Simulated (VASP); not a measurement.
Wanted: the native input for a VASP 6.6.1 run.

```yaml
Task: relaxation of cell and atoms
Functional: PBE
Potentials_or_basis: VASP PAW PBE potentials, release 64 (Si)
Cutoff: 600 eV
k_mesh: 9 × 9 × 4
Occupations: gaussian, width 0.03 eV
Spin: no spin polarisation
Further_INCAR_settings: ALGO = Normal; EDIFF = 1e-07; IBRION = 2; EDIFFG = -0.005; NSW = 90; ISIF = 3
```

The structure of Si lies in POSCAR:

```
Si                                      
1.0
    3.8501511974     -0.0000000000      0.0000000000
   -1.9250755988      3.3343287454     -0.0000000000
   -0.0000000000      0.0000000000      6.3639078351
  Si            
     4
Direct
     0.3333333300000021    0.6666666699999979    0.0629776116996064
     0.6666666699999979    0.3333333300000021    0.5629776116996065
     0.3333333300000021    0.6666666699999979    0.4370223883003936
     0.6666666699999979    0.3333333300000021    0.9370223883003935
```

This isn't the form of Si at room conditions, which is diamond.

One way to write it, as run:

INCAR

```
SYSTEM = Si
PREC = Accurate
ENCUT = 600
EDIFF = 1E-7
ISMEAR = 0
SIGMA = 0.03
LREAL = .FALSE.
LASPH = .TRUE.
NELM = 80
ALGO = Normal
ISIF = 3
LWAVE = .FALSE.
LCHARG = .FALSE.
GGA = PE
IBRION = 2
NSW = 90
EDIFFG = -0.005
KPAR = 2
```

KPOINTS

```
Automatic mesh
0
G
  9 9 4
  0 0 0
```

Potentials or basis: VASP PAW PBE potentials, release 64 (Si).

Launch:

```console
$ cat potpaw_PBE.64/Si/POTCAR > POTCAR
$ mpirun -np 2 vasp_std > vasp.out
```

It gave:

| Quantity | Value |
| --- | --- |
| Relaxed volume | 20.43 Å³/atom |
| Relaxed cell | a = 3.851 Å, b = 3.851 Å, c = 6.363 Å, α = 90.00°, β = 90.00°, γ = 120.00° |
| Space group after relaxing (to 0.05 Å) | P6_3/mmc (No. 194) |
| Energy gained by relaxing | 0.0 meV/atom |
| Ionic steps | 2 |
| Pressure after relaxing | 0.0 GPa |
| Band gap on the k mesh | 0.49 eV, indirect (least direct gap 0.99 eV) |

Caveat: an odd mesh through Γ misses points on the zone boundary, where band edges often lie.

Run time: 21 s on 2 MPI ranks on Intel(R) Xeon(R) 6975P-C (Granite Rapids), with other jobs on the host, peak memory 0.22 GiB a rank.
